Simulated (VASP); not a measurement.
# Zn (Im-3m) in VASP: further runs

Runs on Zn. Level: LDA. Tasks: single point.

Everything below comes from runs of VASP 6.6.1. Logs are shortened: lines on timing, memory, paths and dates and some standing lists are left out, and cuts for length are marked.

## Step 1: Starting point

The structure is cubic, space group Im-3m (No. 229). Conventional cell: a = 3.138 Å, b = 3.138 Å, c = 3.138 Å, α = 90.00°, β = 90.00°, γ = 90.00°. Zn (site symmetry m-3m) is surrounded by 8 Zn at 2.72 Å.

This isn't the form of Zn at room conditions, which is hcp.

## Step 2: Single point, LDA

INCAR reads:

```
SYSTEM = Zn
PREC = Accurate
ENCUT = 460
EDIFF = 1E-4
ISMEAR = -1
SIGMA = 0.15
LREAL = .False.
LASPH = .True.
NELM = 100
ALGO = Normal
ISIF = 2
LWAVE = .False.
LCHARG = .False.
NBANDS = 12
ADDGRID = .False.
```

KPOINTS reads:

```
Automatic mesh
0
Gamma
  11 11 11
  0 0 0
```

POSCAR reads:

```
Zn
1.0
   -1.5690370000      1.5690370000      1.5690370000
    1.5690370000     -1.5690370000      1.5690370000
    1.5690370000      1.5690370000     -1.5690370000
Zn
1
Direct
    0.0000000000      0.0000000000      0.0000000000
```

Potentials or basis: VASP PAW LDA potentials, release 64 (Zn).

Run with:

```console
$ cat potpaw_LDA.64/Zn/POTCAR > POTCAR
$ mpirun -np 1 vasp_std > vasp.out
```

OUTCAR:

```text
SYSTEM = Zn
   PREC = Accurate
   ENCUT = 460
   EDIFF = 1E-4
   ISMEAR = -1
   LREAL = .False.
   LASPH = .True.
   NELM = 100
   ISIF = 2

 Found     56 irreducible k-points:

 Following reciprocal coordinates:
            Coordinates               Weight
  0.000000  0.000000  0.000000      1.000000
  0.090909  0.000000  0.000000     12.000000
  0.181818  0.000000  0.000000     12.000000
  0.272727  0.000000  0.000000     12.000000
  0.363636  0.000000  0.000000     12.000000
  0.454545  0.000000  0.000000     12.000000
   k-points           NKPTS =     56   k-points in BZ     NKDIM =     56   number of bands    NBANDS=     12
   number of dos      NEDOS =    301   number of ions     NIONS =      1
   total plane-waves  NPLWV =   8000
   dimension x,y,z NGX =    20 NGY =   20 NGZ =   20
   dimension x,y,z NGXF=    40 NGYF=   40 NGZF=   40
   ions per type =               1
   NGX,Y,Z   is equivalent  to a cutoff of  12.23, 12.23, 12.23 a.u.
   NGXF,Y,Z  is equivalent  to a cutoff of  24.47, 24.47, 24.47 a.u.
 SYSTEM =  Zn
   PREC   = accura    normal or accurate (medium, high low for compatibility)
   ISTART =      0    job   : 0-new  1-cont  2-samecut
   ICHARG =      2    charge: 1-file 2-atom 10-const
   ISPIN  =      1    spin polarized calculation?
   LNONCOLLINEAR =      F non collinear calculations
   LSORBIT =      F    spin-orbit coupling
   LASPH  =      T    aspherical Exc in radial PAW
   ENCUT  =  460.0 eV  33.81 Ry    5.81 a.u.   4.75  4.75  4.75*2*pi/ulx,y,z
   NELM   =    100;   NELMIN=  2; NELMDL= -5     # of ELM steps
   EDIFF  = 0.1E-03   stopping-criterion for ELM
   LREAL  =      F    real-space projection
   EDIFFG = 0.1E-02   stopping-criterion for IOM
   NSW    =      0    number of steps for IOM
   IBRION =     -1    ionic relax: 0-MD 1-quasi-New 2-CG
   NFREE  =      0    steps in history (QN), initial steepest desc. (CG)
   ISIF   =      2    stress and relaxation
   ISYM   =      2    0-nonsym 1-usesym 2-fastsym
   POTIM  = 0.5000    time-step for ionic-motion
   TEBEG  =    0.0;   TEEND  =   0.0 temperature during run
   PSTRESS=    0.0 pullay stress
   NELECT =      12.0000    total number of electrons
   NUPDOWN=      -1.0000    fix difference up-down
   EMIN   =  10.00;   EMAX   =-10.00  energy-range for DOS
   EFERMI =   0.00;   METHOD = LEGACY
   ISMEAR =    -1;   SIGMA  =   0.15  broadening in eV -4-tet -1-fermi 0-gaus
   EFERMI_NEDOS =   21; number of points for ismear=-14 and -15
   IALGO  =     38    algorithm
   IMIX   =      4    mixing-type and parameters
     AMIX     =   0.40;   BMIX     =  1.00
     AMIX_MAG =   1.60;   BMIX_MAG =  1.00
  volume/ion in A,a.u.               =      15.45       104.27
  Fermi-wavevector in a.u.,A,eV,Ry     =   1.504811  2.843681 30.809811  2.264457
  Thomas-Fermi vector in A             =   2.615742
   LORBIT       =      0    0 simple, 1 ext, 2 COOP (PROOUT), +10 PAW based schemes
   GGA     = CA    functional components
   LHFCALC =     F    Hartree Fock is set to
   AEXX    =    0.0000 exact exchange contribution
   IVDW    =     0    specifies the selected vdW correction
   LEPSILON=     F    determine dielectric tensor
   LRPA    =     F    only Hartree local field effects (RPA)
 non-spin polarized calculation
  energy-cutoff  :      460.00
  volume of cell :       15.45
 maximum number of plane-waves:       370
   NGX =  9   NGY =  9   NGZ =  9

 number of electron      12.0000023 magnetization

 Free energy of the ion-electron system (eV)
  ---------------------------------------------------
  ext. energy  EPLUGINS =         0.00000000
  ---------------------------------------------------
  free energy    TOTEN  =        -1.74076305 eV

  energy without entropy =       -1.71661673  energy(sigma->0) =       -1.72868989

 E-fermi :   2.7867     XC(G=0): -11.8176

 val. band max:        2.7269695209   @ k =   0.4545   0.0000   0.0000
 cond. band min:       2.9429438900   @ k =  -0.4545   0.4545   0.0909
 fundamental gap:      0.2159743691
 Fermi energy:         2.7866993239

 k-point     1 :       0.0000    0.0000    0.0000
  band No.  band energies     occupation
      1      -7.4888      2.00000
      2      -4.9905      2.00000
      3      -4.9905      2.00000
      4      -4.9905      2.00000
      5      -4.4870      2.00000
      6      -4.4870      2.00000
      7      21.5711      0.00000
      8      21.5711      0.00000
      9      21.5711      0.00000
     10      23.6937      0.00000
     11      23.6937      0.00000
     12      23.6937      0.00000

 k-point     2 :       0.0909    0.0000    0.0000
  band No.  band energies     occupation
      1      -7.2296      2.00000
      2      -5.0143      2.00000
      3      -4.9839      2.00000
      4      -4.9297      2.00000
      5      -4.5087      2.00000
      6      -4.4855      2.00000
      7      18.5920      0.00000
      8      20.0364      0.00000
      9      20.6010      0.00000
     10      22.1439      0.00000
     11      22.1533      0.00000
     12      23.3971      0.00000

 k-point     3 :       0.1818    0.0000    0.0000
  band No.  band energies     occupation
      1      -6.4989      2.00000
      2      -5.0780      2.00000
      3      -4.9369      2.00000
      4      -4.7626      2.00000
      5      -4.5464      2.00000
      6      -4.4808      2.00000
      7      14.0717      0.00000
      8      17.8721      0.00000
      9      18.7857      0.00000
     10      20.5526      0.00000
     11      21.1173      0.00000
     12      24.0987      0.00000

 k-point     4 :       0.2727    0.0000    0.0000
  band No.  band energies     occupation
      1      -5.7188      2.00000
      2      -5.1611      2.00000
      3      -4.5611      2.00000
      4      -4.5339      2.00000
      5      -4.4728      2.00000
      6      -4.4472      2.00000
      7       9.8238      0.00000
      8      16.0500      0.00000
      9      17.2203      0.00000
     10      19.3732      0.00000
     11      20.3352      0.00000
     12      25.4931      0.00000

 k-point     5 :       0.3636    0.0000    0.0000
  band No.  band energies     occupation
      1      -5.5803      2.00000
      2      -5.2369      2.00000
      3      -4.5373      2.00000
      4      -4.4635      2.00000
      5      -4.3127      2.00000
      6      -2.8268      2.00000
      7       5.9994      0.00000
      8      14.7467      0.00000
      9      16.1248      0.00000
     10      18.6058      0.00000
     11      19.8344      0.00000
     12      27.4172      0.00000

 k-point     6 :       0.4545    0.0000    0.0000
  band No.  band energies     occupation
      1      -5.6100      2.00000
      2      -5.2818      2.00000
      3      -4.5180      2.00000
      4      -4.4570      2.00000
      5      -4.1755      2.00000
      6      -0.5772      2.00000
      7       2.7270      1.19651
      8      14.0645      0.00000
      9      15.5639      0.00000
     10      18.2289      0.00000
     11      19.5958      0.00000
     12      29.6643      0.00000

 [... further k-points ...]

------------------------ aborting loop because EDIFF is reached ----------------------------------------

  FORCE on cell =-STRESS in cart. coord.  units (eV):
  Direction    XX          YY          ZZ          XY          YZ          ZX
  --------------------------------------------------------------------------------------
  -------------------------------------------------------------------------------------
  Total       -0.7278731     -0.7278731     -0.7278731      0.0000000      0.0000000      0.0000000
  in kB      -75.4756276    -75.4756276    -75.4756276      0.0000000      0.0000000      0.0000000
  external PRESSURE =     -75.4756276 kB  Pullay stress =       0.0000000 kB

 VOLUME and BASIS-vectors are now :
 -----------------------------------------------------------------------------
  energy-cutoff  :      460.00
  volume of cell :       15.45
      direct lattice vectors                 reciprocal lattice vectors
    -1.569037000  1.569037000  1.569037000     0.000000000  0.318666800  0.318666800
     1.569037000 -1.569037000  1.569037000     0.318666800  0.000000000  0.318666800
     1.569037000  1.569037000 -1.569037000     0.318666800  0.318666800  0.000000000

 POSITION                                       TOTAL-FORCE (eV/Angst)
 -----------------------------------------------------------------------------------
      0.00000      0.00000      0.00000         0.000000      0.000000     -0.000000
 -----------------------------------------------------------------------------------
    total drift:                                0.000000      0.000000      0.000000

  FREE ENERGIE OF THE ION-ELECTRON SYSTEM (eV)
  ---------------------------------------------------
  free  energy   TOTEN  =        -1.7407630525 eV

  energy  without entropy=       -1.7166167264  energy(sigma->0) =       -1.72868989
```

OSZICAR:

```text
N       E                     dE             d eps       ncg     rms          rms(c)
DAV:   1     0.401792553570E+02    0.40179E+02   -0.62543E+03  1388   0.145E+03
DAV:   2    -0.683499683980E+00   -0.40863E+02   -0.38379E+02  1384   0.205E+02
DAV:   3    -0.185385175035E+01   -0.11704E+01   -0.11688E+01  1604   0.353E+01
DAV:   4    -0.185644449286E+01   -0.25927E-02   -0.25927E-02  1436   0.165E+00
DAV:   5    -0.185644655155E+01   -0.20587E-05   -0.20584E-05  1208   0.455E-02    0.272E+00
DAV:   6    -0.175273937982E+01    0.10371E+00   -0.51745E-01  1488   0.145E+01    0.209E+00
DAV:   7    -0.174451552050E+01    0.82239E-02   -0.11426E-02  1492   0.211E+00    0.104E+00
DAV:   8    -0.174077159243E+01    0.37439E-02   -0.15994E-03  1632   0.501E-01    0.281E-02
DAV:   9    -0.174076305246E+01    0.85400E-05   -0.61283E-05   828   0.125E-01
   1 F= -.17407631E+01 E0= -.17286899E+01  d E =-.241463E-01
```

Run time: 3.8 s. Hardware: 1 thread of Intel Xeon Platinum 8488C (Sapphire Rapids), shared host; peak memory 0.11 GiB.

These settings aren't checked as converged: the numbers below hold their error.

What came out:

```yaml
Free_energy: -1.7408 eV
Pressure: -7.5 GPa
Band_gap_on_the_k_mesh: none (metal or under the smearing width)
```

## Step 3: Single point, LDA

INCAR: that of step 2 with these lines changed.

```diff
@@ -3,3 +3,3 @@
 ENCUT = 460
-EDIFF = 1E-4
+EDIFF = 1E-5
 ISMEAR = -1
```

KPOINTS is that of step 2.

POSCAR is that of step 2.

Potentials or basis: VASP PAW LDA potentials, release 64 (Zn).

Run with:

```console
$ cat potpaw_LDA.64/Zn/POTCAR > POTCAR
$ mpirun -np 1 vasp_std > vasp.out
```

Wall time 3.9 s (1 thread of Intel Xeon Platinum 8488C (Sapphire Rapids), shared host); peak memory 0.12 GiB.

The run converged, but some of its settings lie outside the range that counts as converged, so its numbers aren't taken as properties of the crystal.

What came out:

| Property | Result |
| --- | --- |
| Free energy | -1.7408 eV |
| Pressure | -7.7 GPa |
| Band gap on the k mesh | none (metal or under the smearing width) |

(Continued in part 2 of 2.)
